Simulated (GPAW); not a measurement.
**KBr: energy against volume and a worked fit**

```cif
data_structure
_symmetry_space_group_name_H-M 'Fm-3m'
_symmetry_Int_Tables_number 225
_cell_length_a 6.6000
_cell_length_b 6.6000
_cell_length_c 6.6000
_cell_angle_alpha 90.000
_cell_angle_beta 90.000
_cell_angle_gamma 90.000
_cell_volume 287.50
loop_
_atom_site_label
_atom_site_type_symbol
_atom_site_symmetry_multiplicity
_atom_site_Wyckoff_symbol
_atom_site_fract_x
_atom_site_fract_y
_atom_site_fract_z
_atom_site_occupancy
Br1 Br 4 b 0.50000 0.00000 0.00000 1
K1 K 4 a 0.00000 0.00000 0.00000 1
```

The cell was scaled at fixed shape and fractions and run with GPAW, PAW data sets generated for this functional, cutoff 600 eV; PBEsol+D3(zero damping), k mesh 6 × 6 × 6 on the cell of 2 atoms, fermi-dirac occupations of 0.05 eV, no spin polarisation, no spin-orbit coupling. Energies are those that the program minimises, any entropy of the smearing included.

```csv
V (Å³/atom),energy over the lowest row (meV/atom)
33.7808,1.503
34.4995,0.011
35.2183,0.000
35.9370,1.304
36.6557,3.774
37.3745,?
38.0932,11.752
```

Problem. Fit the third-order Birch-Murnaghan form, give V0, B0 and B′, and predict the energy left open.

Solution. With y = (V0/V)^(2/3), E = E0 + (9 V0 B0/16) [(y - 1)³ B′ + (y - 1)² (6 - 4y)]. Least squares through the rows shown give V0 = 34.8625 Å³/atom, E0 = -0.168 meV, B0 = 15.04 GPa (1 eV/Å³ = 160.218 GPa) and B′ = 4.57, with a largest miss of 0.003 meV. At V = 37.3745 the form with these constants gives 7.298 meV; the run gave 7.288 meV an atom. Measured volume: 35.91 Å³/atom at 298.15 K (a printed reference work), so the fit lies -2.9 % from it. The runs are for a static lattice.
